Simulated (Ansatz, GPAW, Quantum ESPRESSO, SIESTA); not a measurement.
Code comparison for InN (P6_3mc, 8 atoms in the cell)

Self-consistent single point, at a second geometry (lattice scaled by 0.98). First geometry:

```xyz
8
Lattice="3.4006 0.0000 0.0000 -1.7003 2.9450 0.0000 0.0000 0.0000 11.1328" Properties=species:S:1:pos:R:3 pbc="T T T"
In     0.0000     0.0000     0.0000
In     0.0000     0.0000     5.5664
In     1.7003     0.9817     8.3516
In     0.0000     1.9634     2.7852
N      0.0000     0.0000     9.0416
N      0.0000     0.0000     3.4752
N      1.7003     0.9817     6.2710
N      0.0000     1.9634     0.7046
```

Shared settings, as Ansatz (a quantum-chemistry and plane-wave program) writes them: kpoints.mp_grid.grid = 9 9 3; scf.occupations.method = fermi_dirac; scf.occupations.width = 0.1 eV. Potentials and cutoffs stand in the table.

```
code                                                                                                                                model  ΔF from the first geometry (meV/atom)  pressure (GPa)  largest force (eV/Å)       cutoff
----------------  -----------------------------------------------------------------------------------------------------------------------  -------------------------------------  --------------  --------------------  -----------
SIESTA            GGA PBE, numerical atomic orbitals DZP, PseudoDojo PBE standard norm-conserving potentials (rewritten from UPF to PSML)                                  176.7           43.03                 0.157  grid 350 Ry
GPAW                                                                                         PBE, GPAW PAW datasets PBE (gpaw-data 1.0.1)                                  157.4               –                 0.133       900 eV
Ansatz                                                                                                             PBE, default PAW files                                  161.2           39.12                 0.132      default
Quantum ESPRESSO                                                                           PBE, GBRV 1.5 ultrasoft (PBE) pseudopotentials                                  156.5           37.26                 0.128        40 Ry
```

For Quantum ESPRESSO (by 0.8 GPa) the energy change implies a higher mean pressure, against the two pressures, than for the other programs: a sign of finite-basis (Pulay) stress.

Size of the force on each atom (eV/Å): Sizes of forces hide their directions.

```json
[
 {"code": "SIESTA", "In1": "0.008", "In2": "0.008", "In3": "0.021", "In4": "0.021", "N5": "0.157", "N6": "0.157", "N7": "0.132", "N8": "0.132"},
 {"code": "GPAW", "In1": "0.006", "In2": "0.006", "In3": "0.013", "In4": "0.013", "N5": "0.133", "N6": "0.133", "N7": "0.126", "N8": "0.126"},
 {"code": "Ansatz", "In1": "0.007", "In2": "0.007", "In3": "0.012", "In4": "0.012", "N5": "0.132", "N6": "0.132", "N7": "0.127", "N8": "0.127"},
 {"code": "Quantum ESPRESSO", "In1": "0.010", "In2": "0.010", "In3": "0.014", "In4": "0.014", "N5": "0.128", "N6": "0.128", "N7": "0.124", "N8": "0.124"}
]
```

A dash marks a value that a program does not give, or that is left out as unsure.

The spread over the programs that give each value: ΔF from the first geometry within 20.2 meV/atom; pressure within 5.77 GPa; largest force within 0.029 eV/Å.

SIESTA uses small atom-centred bases, whose incompleteness enters pressures, forces and empty levels differently from a plane-wave cutoff. Ansatz's pressure is given at a fixed set of plane waves, as the other plane-wave codes print theirs; with its correction for the finite basis it is 39.57 GPa (the shift of 0.45 GPa shows how far the cutoff is from converged). The pressure of GPAW is left out: its cutoff lies under the one at which its stress was checked. In the pressure, SIESTA (by 4.84) lies more than 1 GPa from the median of the plane-wave programs.

The starting cell was generated: these elements placed on a structure prototype, without a prior relaxation; it need not be a known phase or ordering of this composition. Its lattice was rescaled by a random factor within 2.5 % of one. For this run, on top of that: lattice scaled by 0.98.

Keys are those of Ansatz 0.2.
